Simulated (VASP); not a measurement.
Wanted: the native input for a VASP 6.6.1 run.

```
Task                   : single point
Functional             : PBE
Potentials or basis    : VASP PAW PBE potentials, release 64 (P)
Cutoff                 : 520 eV
k mesh                 : 12 × 12 × 1
Occupations            : gaussian, width 0.1 eV
Spin                   : no spin polarisation
Dipole correction      : yes
Further INCAR settings : ALGO = Fast; EDIFF = 1e-06; NBANDS = 14
```

The structure of P lies in POSCAR:

```
P
1.0
    5.2725610864      0.0000000000      0.0000000000
   -2.6362805432      4.5661718438      0.0000000000
    0.0000000000      0.0000000000     23.8000000000
P
3
Direct
    0.5308002777      0.4691997223      0.2941176471
    0.5308002777      0.0616005554      0.2941176471
    0.9383994446      0.4691997223      0.2941176471
```

The cell was built by a generator and needn't be a form met in nature.

One way to write it, as run:

INCAR

```
SYSTEM = P
PREC = Accurate
ENCUT = 520
EDIFF = 1E-6
ISMEAR = 0
SIGMA = 0.1
LREAL = .False.
LASPH = .True.
NELM = 100
ALGO = Fast
ISIF = 2
LWAVE = .False.
LCHARG = .False.
LDIPOL = .True.
IDIPOL = 3
DIPOL = 0.5 0.5 0.294
GGA = PE
NBANDS = 14
```

KPOINTS

```
regular mesh
0
Gamma
  12 12 1
  0 0 0
```

Potentials or basis: VASP PAW PBE potentials, release 64 (P).

Command:

```sh
$ cat potpaw_PBE.64/P/POTCAR > POTCAR
$ mpirun -np 1 vasp_std > vasp.out
```

It gave:

| Quantity | Value |
| --- | --- |
| Largest force | 0.115 eV/Å |
| Band gap on the k mesh | none (metal or under the smearing width) |

Wall time 2 min on 1 thread of Intel(R) Xeon(R) 6975P-C (Granite Rapids) (shared host), peak memory 0.62 GiB.
